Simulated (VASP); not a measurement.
Wanted: the native input for a VASP 6.6.1 run.

```
Task                   : relaxation of cell and atoms
Functional             : PBE
Potentials or basis    : VASP PAW PBE potentials, release 54 (Cd, O)
Cutoff                 : 600 eV
k mesh                 : 10 × 10 × 10
Occupations            : fermi-dirac, width 0.05 eV
Spin                   : no spin polarisation
Further INCAR settings : ALGO = Fast; EDIFF = 1e-06; IBRION = 2; EDIFFG = -0.005; NSW = 40; ISIF = 3
```

The structure of CdO (Monteponite) lies in POSCAR:

```
CdO
1.0
    0.0000000000      2.3495000000      2.3495000000
    2.3495000000      0.0000000000      2.3495000000
    2.3495000000      2.3495000000      0.0000000000
Cd O
1 1
Direct
    0.0000000000      0.0000000000      0.0000000000
    0.5000000000      0.5000000000      0.5000000000
```

The input as run:

INCAR

```
SYSTEM = CdO
  ALGO = Fast
  EDIFF = 1E-6
  EDIFFG = -0.005
  ENCUT = 600
  GGA = PE
  IBRION = 2
  ISIF = 3
  ISMEAR = -1
  LASPH = .True.
  LCHARG = .False.
  LREAL = .False.
  LWAVE = .False.
  NELM = 100
  NSW = 40
  PREC = Accurate
  SIGMA = 0.05
```

KPOINTS

```
k-points
0
Gamma
  10 10 10
  0 0 0
```

Potentials or basis: VASP PAW PBE potentials, release 54 (Cd, O).

Command:

```console
$ cat potpaw_PBE.54/Cd/POTCAR potpaw_PBE.54/O/POTCAR > POTCAR
$ mpirun -np 1 vasp_std > vasp.out
```

Results of the run:

* Relaxed volume: 13.66 Å³/atom
* Relaxed cell: a = 3.381 Å, b = 3.381 Å, c = 3.381 Å, α = 60.00°, β = 60.00°, γ = 60.00°
* Space group after relaxing (to 0.05 Å): Fm-3m (No. 225)
* Energy gained by relaxing: 15.0 meV/atom
* Ionic steps: 3
* Pressure after relaxing: 0.0 GPa
* Band gap on the k mesh: none (metal or under the smearing width)

Caveat: this crystal is a semiconductor, whose small gap the functional closes, so the metal is an error of the method.

Wall time 39 s on 1 thread of AMD EPYC 7R13 Processor (Zen 3), with other jobs on the host, peak memory 0.14 GiB.
